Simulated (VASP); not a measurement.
# Ni2H (P-3m1) in VASP: further runs, part 2 of 2

VASP 6.6.1.

### Step 3. Single point, r2SCAN, collinear spin, ferromagnetic start

INCAR reads:

```
SYSTEM = Ni2H
ADDGRID  = .FALSE.      
ALGO     = Normal         ! electronic algorithm
EDIFF    = 1E-6           ! SCF threshold, eV
ENCUT    = 460            ! plane-wave cutoff, eV
ISIF     = 2              ! what is computed and relaxed
ISMEAR   = 0              ! smearing method
ISPIN    = 2              ! spin polarisation
LASPH    = .TRUE.         ! aspherical terms in the spheres
LCHARG   = .FALSE.        ! write CHGCAR
LMAXMIX  = 4              ! l up to which the mixer works
LMIXTAU  = .TRUE.       
LORBIT   = 11             ! projections on sites
LREAL    = .FALSE.        ! projectors in reciprocal space
LWAVE    = .FALSE.        ! write WAVECAR
MAGMOM   = 1 1 0          ! initial moments
METAGGA  = R2SCAN         ! meta-GGA
NBANDS   = 22             ! bands
NELM     = 100            ! most SCF steps
PREC     = Accurate       ! precision mode
SIGMA    = 0.05           ! smearing width, eV
```

KPOINTS reads:

```
k-points
0
G
  7 7 4
  0 0 0
```

POSCAR reads:

```
Ni2H
1.0
    2.6430000000      0.0000000000      0.0000000000
   -1.3215000000      2.2889051422      0.0000000000
    0.0000000000      0.0000000000      4.3080000000
Ni H
2 1
Direct
    0.6666666667      0.3333333333      0.7670000000
    0.3333333333      0.6666666667      0.2330000000
    0.0000000000      0.0000000000      0.0000000000
```

Potentials or basis: VASP PAW PBE potentials, release 64 (Ni, H_s).

Started as:

```
$ cat potpaw_PBE.64/Ni/POTCAR potpaw_PBE.64/H_s/POTCAR > POTCAR
$ mpirun -np 1 vasp_std > vasp.out
```

OUTCAR:

```text
SYSTEM = Ni2H
   EDIFF = 1E-6
   ENCUT = 460
   ISIF = 2
   ISMEAR = 0
   ISPIN = 2
   LASPH = .TRUE.
   LORBIT = 11
   LREAL = .FALSE.
   METAGGA = R2SCAN
   NELM = 100
   PREC = Accurate

 Found     28 irreducible k-points:

 Following reciprocal coordinates:
            Coordinates               Weight
  0.000000  0.000000  0.000000      1.000000
  0.142857  0.000000  0.000000      6.000000
  0.285714  0.000000  0.000000      6.000000
  0.428571  0.000000  0.000000      6.000000
  0.142857  0.142857  0.000000      6.000000
  0.285714  0.142857  0.000000     12.000000
   k-points           NKPTS =     28   k-points in BZ     NKDIM =     28   number of bands    NBANDS=     22
   number of dos      NEDOS =    301   number of ions     NIONS =      3
   total plane-waves  NPLWV =   9720
   dimension x,y,z NGX =    18 NGY =   18 NGZ =   30
   dimension x,y,z NGXF=    36 NGYF=   36 NGZF=   60
   ions per type =               2   1
   NGX,Y,Z   is equivalent  to a cutoff of  11.32, 11.32, 11.58 a.u.
   NGXF,Y,Z  is equivalent  to a cutoff of  22.64, 22.64, 23.15 a.u.
 SYSTEM =  Ni2H
   PREC   = accura    normal or accurate (medium, high low for compatibility)
   ISTART =      0    job   : 0-new  1-cont  2-samecut
   ICHARG =      2    charge: 1-file 2-atom 10-const
   ISPIN  =      2    spin polarized calculation?
   LNONCOLLINEAR =      F non collinear calculations
   LSORBIT =      F    spin-orbit coupling
   LASPH  =      T    aspherical Exc in radial PAW
   ENCUT  =  460.0 eV  33.81 Ry    5.81 a.u.   4.62  4.62  7.53*2*pi/ulx,y,z
   NELM   =    100;   NELMIN=  2; NELMDL= -5     # of ELM steps
   EDIFF  = 0.1E-05   stopping-criterion for ELM
   LREAL  =      F    real-space projection
   EDIFFG = 0.1E-04   stopping-criterion for IOM
   NSW    =      0    number of steps for IOM
   IBRION =     -1    ionic relax: 0-MD 1-quasi-New 2-CG
   NFREE  =      0    steps in history (QN), initial steepest desc. (CG)
   ISIF   =      2    stress and relaxation
   ISYM   =      2    0-nonsym 1-usesym 2-fastsym
   POTIM  = 0.5000    time-step for ionic-motion
   TEBEG  =    0.0;   TEEND  =   0.0 temperature during run
   PSTRESS=    0.0 pullay stress
   NELECT =      21.0000    total number of electrons
   NUPDOWN=      -1.0000    fix difference up-down
   EMIN   =  10.00;   EMAX   =-10.00  energy-range for DOS
   EFERMI =   0.00;   METHOD = LEGACY
[... 37 lines left out ...]
 cond. band min:       7.7573101059   @ k =   0.2857   0.2857   0.5000
 fundamental gap:      0.0096591206
 Fermi energy:         7.7547591684

 spin component 1

 k-point     1 :       0.0000    0.0000    0.0000
  band No.  band energies     occupation
      1      -3.5281      1.00000
      2       3.1746      1.00000
      3       5.2908      1.00000
      4       5.4924      1.00000
      5       5.4927      1.00000
      6       5.6731      1.00000
[... 139 lines left out ...]
     21      35.6255      0.00000
     22      36.4088      0.00000

 [... further k-points ...]

 spin component 2

 k-point     1 :       0.0000    0.0000    0.0000
  band No.  band energies     occupation
      1      -3.6371      1.00000
      2       3.6185      1.00000
      3       5.2945      1.00000
      4       6.1088      1.00000
      5       6.1089      1.00000
      6       6.3827      1.00000
[... 139 lines left out ...]
     21      35.6411      0.00000
     22      36.4681      0.00000

 [... further k-points ...]

------------------------ aborting loop because EDIFF is reached ----------------------------------------

  FORCE on cell =-STRESS in cart. coord.  units (eV):
  Direction    XX          YY          ZZ          XY          YZ          ZX
  --------------------------------------------------------------------------------------
  -------------------------------------------------------------------------------------
  Total       -2.5814272     -2.5814272     -2.1800574      0.0000000      0.0000000      0.0000000
  in kB     -158.6973981   -158.6973981   -134.0225434      0.0000000      0.0000000      0.0000000
  external PRESSURE =    -150.4724466 kB  Pullay stress =       0.0000000 kB

 VOLUME and BASIS-vectors are now :
 -----------------------------------------------------------------------------
  energy-cutoff  :      460.00
  volume of cell :       26.06
      direct lattice vectors                 reciprocal lattice vectors
     2.643000000  0.000000000  0.000000000     0.378357927  0.218445051  0.000000000
    -1.321500000  2.288905142  0.000000000     0.000000000  0.436890102  0.000000000
     0.000000000  0.000000000  4.308000000     0.000000000  0.000000000  0.232126277

 POSITION                                       TOTAL-FORCE (eV/Angst)
 -----------------------------------------------------------------------------------
      1.32150      0.76297      3.30424         0.000000      0.000000     -1.096837
     -0.00000      1.52594      1.00376        -0.000000      0.000000      1.096837
      0.00000      0.00000      0.00000        -0.000000      0.000000     -0.000000
 -----------------------------------------------------------------------------------
    total drift:                                0.000000     -0.000000     -0.000000

  FREE ENERGIE OF THE ION-ELECTRON SYSTEM (eV)
  ---------------------------------------------------
  free  energy   TOTEN  =       -26.9471769321 eV

  energy  without entropy=      -26.9412896039  energy(sigma->0) =      -26.94423327

 total charge

# of ion       s       p       d       tot
------------------------------------------
    1        0.421   0.456   8.396   9.273
    2        0.421   0.456   8.396   9.273
    3        0.697   0.084   0.000   0.781
--------------------------------------------------
tot          1.540   0.997  16.791  19.328

 magnetization (x)

# of ion       s       p       d       tot
------------------------------------------
    1       -0.005  -0.017   0.476   0.454
    2       -0.005  -0.017   0.476   0.454
    3       -0.002  -0.005   0.000  -0.007
--------------------------------------------------
tot         -0.012  -0.039   0.952   0.902
```

OSZICAR:

```text
N       E                     dE             d eps       ncg     rms          rms(c)
DAV:   1     0.809087386228E+02    0.80909E+02   -0.83165E+03  2552   0.118E+03
DAV:   2    -0.259073713252E+02   -0.10682E+03   -0.98712E+02  2512   0.224E+02
DAV:   3    -0.318465229268E+02   -0.59392E+01   -0.57699E+01  2788   0.621E+01
DAV:   4    -0.319182081248E+02   -0.71685E-01   -0.71625E-01  2938   0.642E+00
DAV:   5    -0.319201140697E+02   -0.19059E-02   -0.19058E-02  2906   0.102E+00    0.145E+01
DAV:   6    -0.285853058961E+02    0.33348E+01   -0.14212E+01  2854   0.757E+01    0.136E+01
DAV:   7    -0.269560290159E+02    0.16293E+01   -0.32905E+00  2824   0.320E+01    0.314E+00
DAV:   8    -0.269352256825E+02    0.20803E-01   -0.13328E-01  2904   0.462E+00    0.170E+00
DAV:   9    -0.269468751773E+02   -0.11649E-01   -0.63688E-03  2982   0.840E-01    0.767E-01
DAV:  10    -0.269465858414E+02    0.28934E-03   -0.63221E-03  3370   0.124E+00    0.199E-01
DAV:  11    -0.269469717590E+02   -0.38592E-03   -0.10676E-03  3472   0.359E-01    0.837E-02
DAV:  12    -0.269471384945E+02   -0.16674E-03   -0.19027E-04  2996   0.137E-01    0.368E-02
DAV:  13    -0.269471658218E+02   -0.27327E-04   -0.43732E-05  2828   0.677E-02    0.226E-02
DAV:  14    -0.269471751117E+02   -0.92900E-05   -0.87770E-06  3190   0.343E-02    0.682E-03
DAV:  15    -0.269471771775E+02   -0.20658E-05   -0.15334E-06  2390   0.161E-02    0.375E-03
DAV:  16    -0.269471769321E+02    0.24539E-06   -0.49099E-07  1508   0.812E-03
   1 F= -.26947177E+02 E0= -.26944233E+02  d E =-.588733E-02  mag=     0.8571
```

Wall time 2.4 min (1 thread of Intel Xeon Platinum 8175M at 2.50GHz (Skylake/Cascade Lake), shared host); peak memory 0.15 GiB.

The run converged, but some of its settings lie outside the range that counts as converged, so its numbers aren't taken as properties of the crystal.

Results:

```yaml
Free_energy: -26.9472 eV
Pressure: -15.0 GPa
Largest_force: 1.097 eV/Å
Band_gap_on_the_k_mesh: none (metal or under the smearing width)
Net_moment: 0.86 μB per cell
Site_moments: Ni +0.45; H -0.01 μB
Valence_electrons_inside_the_program's_atomic_spheres: Ni 9.27; H 0.78
```

Caveat: the k mesh is coarse (spacing up to 0.39 Å⁻¹), so the values aren't converged; the PAW data sets were made with another functional, which shifts forces and pressure a little.
